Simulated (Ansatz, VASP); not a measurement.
# Ca: VASP beside Ansatz

File INCAR:

```
PREC = Accurate
ENCUT = 600
EDIFF = 1E-6
ISMEAR = 0
SIGMA = 0.1
LREAL = False
LASPH = True
NELM = 80
ALGO = Normal
ISIF = 3
LWAVE = False
LCHARG = False
GGA = PE
IBRION = 2
NSW = 100
EDIFFG = -0.005
```

The input KPOINTS:

```
regular mesh
0
Gamma
  14 14 14
```

POSCAR

```
Ca
1.0
    0.0000000000      2.7884079385      2.7884079385
    2.7884079385      0.0000000000      2.7884079385
    2.7884079385      2.7884079385      0.0000000000
Ca
1
Direct
    0.0000000000      0.0000000000      0.0000000000
```

Input for Ansatz:

```yaml
crystal:
  lattice:
    - [0.0, 2.7884079385, 2.7884079385]
    - [2.7884079385, 0.0, 2.7884079385]
    - [2.7884079385, 2.7884079385, 0.0]
  atoms:
    - { symbol: Ca, position: [0.0, 0.0, 0.0] }
basis:
  ecutwfc: 420
kpoints:
  mp_grid: { grid: [14, 14, 14] }
hamiltonian:
  xc: pbe
scf:
  occupations: { method: gaussian, width: 0.1 }
output:
  forces: true
  stress: true
  eigenvalues: true
relax:
  adjacent_minimum: "off"
  f_tol: 0.005
  max_steps: 80
  cell: { stress_tol: 0.05 }
```

Alike in both runs: task relaxation of cell and atoms; functional PBE; k mesh 14 × 14 × 14; occupations gaussian, width 0.1 eV; no spin polarisation.

|  | VASP | Ansatz |
| --- | --- | --- |
| version | VASP 6.6.1 | Ansatz 0.2.0 |
| potentials or method | VASP PAW PBE potentials, release 64 (Ca_sv) | scalar-relativistic, plane waves, PAW |
| plane-wave cutoff (eV) | 600 | 420 |
| valence electrons in the cell | 10 | 10 |

|  | VASP | Ansatz | Ansatz less VASP |
| --- | --- | --- | --- |
| gap on the k mesh at the Fermi level, each at its own relaxed structure (eV) | none | none | - |
| relaxed volume (Å³/atom) | 42.27 | 42.17 | -0.096 |
| relaxed cell length with the largest relative difference (Å) | 3.910 | 3.907 | -0.0030 |
| energy change over the relaxation (meV/atom) | -1 | -2 | -0.2 |

A gap of «none» marks a metal or a gap that the smearing closes.
